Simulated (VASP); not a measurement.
A convergence study with VASP on BeO (wurtzite): one setting is varied, all else stays as given below, so the limit is that of these other settings.

```xyz
4
Lattice="1.3500 -2.3383 0.0000 1.3500 2.3383 0.0000 0.0000 0.0000 4.3800" Properties=species:S:1:pos:R:3 pbc="T T T"
Be     1.3500    -0.7794     2.1900
Be     1.3500     0.7794     0.0000
O      1.3500    -0.7794     3.8456
O      1.3500     0.7794     1.6556
```

Computed with PBE GGA, VASP's PBE PAW potentials (set 64) (plane waves; VASP 6.6.1). The tightest run used: 700 eV cut-off, 18×18×11 Γ-centred mesh, Gaussian smearing of 0.050 eV, potentials Be O.

Problem. The settings run are 1×1×1 mesh; 2×2×1 mesh; 3×3×2 mesh; 4×4×2 mesh; 5×5×3 mesh; 6×6×4 mesh; 7×7×4 mesh; 8×8×5 mesh; 9×9×5 mesh; 10×10×6 mesh; 11×11×7 mesh; 12×12×7 mesh; 13×13×8 mesh; 14×14×8 mesh; 15×15×9 mesh; 16×16×10 mesh; 17×17×10 mesh; 18×18×11 mesh. From which on does the energy per atom stay within 0.005 eV/atom of the tightest run?

Solution. From 4×4×2 mesh on: it is off by 0.0030 there and by no more than 0.005 in any finer run, while 3×3×2 mesh is off by 0.0239.
| setting | E (eV/atom) | pressure (GPa) | largest force (eV/Å) | irreducible k-points | difference judged (eV/atom) |
|---|---|---|---|---|---|
| 1×1×1 mesh | -3.6028 | 73.24 | 1.697 | 1 | 3.5153 |
| 2×2×1 mesh | -6.9409 | 5.28 | 0.798 | 2 | 0.1772 |
| 3×3×2 mesh | -7.0942 | 3.53 | 0.079 | 6 | 0.0239 |
| 4×4×2 mesh | -7.1151 | 3.11 | 0.012 | 8 | 0.0030 |
| 5×5×3 mesh | -7.1175 | 3.07 | 0.003 | 10 | 0.0006 |
| 6×6×4 mesh | -7.1180 | 3.06 | 0.005 | 21 | 0.0001 |
| 7×7×4 mesh | -7.1181 | 3.06 | 0.005 | 24 | 0.0000 |
| 8×8×5 mesh | -7.1181 | 3.06 | 0.005 | 30 | 0.0000 |
| 9×9×5 mesh | -7.1181 | 3.06 | 0.005 | 36 | 0.0000 |
| 10×10×6 mesh | -7.1181 | 3.06 | 0.005 | 56 | 0.0000 |
| 11×11×7 mesh | -7.1181 | 3.06 | 0.006 | 64 | 0.0000 |
| 12×12×7 mesh | -7.1181 | 3.06 | 0.005 | 76 | 0.0000 |
| 13×13×8 mesh | -7.1181 | 3.06 | 0.005 | 105 | 0.0000 |
| 14×14×8 mesh | -7.1181 | 3.06 | 0.005 | 120 | 0.0000 |
| 15×15×9 mesh | -7.1181 | 3.06 | 0.005 | 135 | 0.0000 |
| 16×16×10 mesh | -7.1181 | 3.06 | 0.005 | 180 | 0.0000 |
| 17×17×10 mesh | -7.1181 | 3.06 | 0.005 | 198 | 0.0000 |
| 18×18×11 mesh | -7.1181 | 3.06 | 0.005 | 222 | 0.0000 |

Left out are rungs that failed or repeat a setting and relaxations that didn't move; long series are thinned to 24 rows.

The compound is BeO in the wurtzite structure. The cell was not relaxed at this level, forces remain on its atoms.
